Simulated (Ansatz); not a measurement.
Crystal: SnO2.

```xyz
12
Lattice="-3.2489 3.4145 3.4140 3.2489 -3.4145 3.4140 3.2489 3.4145 -3.4140" Properties=species:S:1:pos:R:3 pbc="T T T"
Sn   -1.6244    1.7072    1.7070
Sn    1.6244    1.7072    1.7070
Sn    3.2489   -1.7072    1.7316
Sn    0.0000    5.1217    1.6824
O     1.6068    1.7072    3.7998
O    -1.6068    1.7072    3.7998
O     0.0000    0.3858    1.6793
O     0.0000    3.0287    1.6793
O     3.2489    0.3858    1.7347
O     4.8557    1.7072   -0.3858
O     3.2489    3.0287    1.7347
O     1.6421    1.7072   -0.3858
```

The cell is a database's computed one.

Program: Ansatz 0.2.0. Alike in all runs: task band structure; potentials or basis Ansatz PAW; no spin polarisation; cell as given; k mesh 5 × 5 × 5; cutoff (eV) 420; smearing fermi-dirac 0.05 eV.

Task: Order these runs on this cell by their pressure, lowest first.
A. level PBEsol
B. level revPBE
C. level LDA
D. level BLYP

Result: C (-11.5 GPa), A (-6.6 GPa), B (2.0 GPa), D (4.3 GPa).

Caveats: the PAW data sets come from PBE, with cores solved anew for the run's functional, which leaves a small shift of forces and pressure.

Runs at the PBE level aren't shown here.
